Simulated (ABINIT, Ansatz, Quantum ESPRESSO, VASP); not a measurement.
**B: programs and potentials compared**

```xyz
1
Lattice="1.9050 0.0032 -0.0199 0.0032 1.8641 0.0004 -0.0199 0.0004 1.8871" Properties=species:S:1:pos:R:3 pbc="T T T"
B     0.9439    0.9681    0.9598
```

This isn't the form of B at room conditions, which is rhombohedral.

The given cell was strained at random by a few per cent at fixed volume.

Alike in all runs: task single point; functional PBE; k mesh 14 × 14 × 14; occupations fermi-dirac, width 0.05 eV; no spin polarisation; no spin-orbit coupling. Pressure is positive in compression and, in plane waves, holds the error of the finite cutoff, which Ansatz's Pulay term estimates and takes out.

```csv
program and potentials,plane-wave cutoff (eV),notes,band gap (eV),pressure (GPa),energy over the undisturbed cell (meV/atom)
"ABINIT, JTH PAW PBE v2.0",408,-,no gap,0.35,-2.70
"Ansatz, Ansatz PAW (earlier soft set)",420,Pulay term of +0.19 GPa included,no gap,0.39,-2.74
"Quantum ESPRESSO, SSSP 1.3 efficiency PBE",748,-,no gap,0.01,-2.75
"VASP, PBE PAW files B, 520 eV",520,-,no gap,0.46,-
"Ansatz, all-electron LAPW, scalar-relativistic",-,-,no gap,0.43,-
```

None finds a gap. The pressure spans 0.01 (Quantum ESPRESSO, SSSP 1.3 efficiency PBE) to 0.46 GPa (VASP, PBE PAW files B, 520 eV), with all-electron results at 0.43.

The functional is the same throughout but for its coding, so the spread measures potentials, basis and numerics; runs on potential files found faulty are left out.
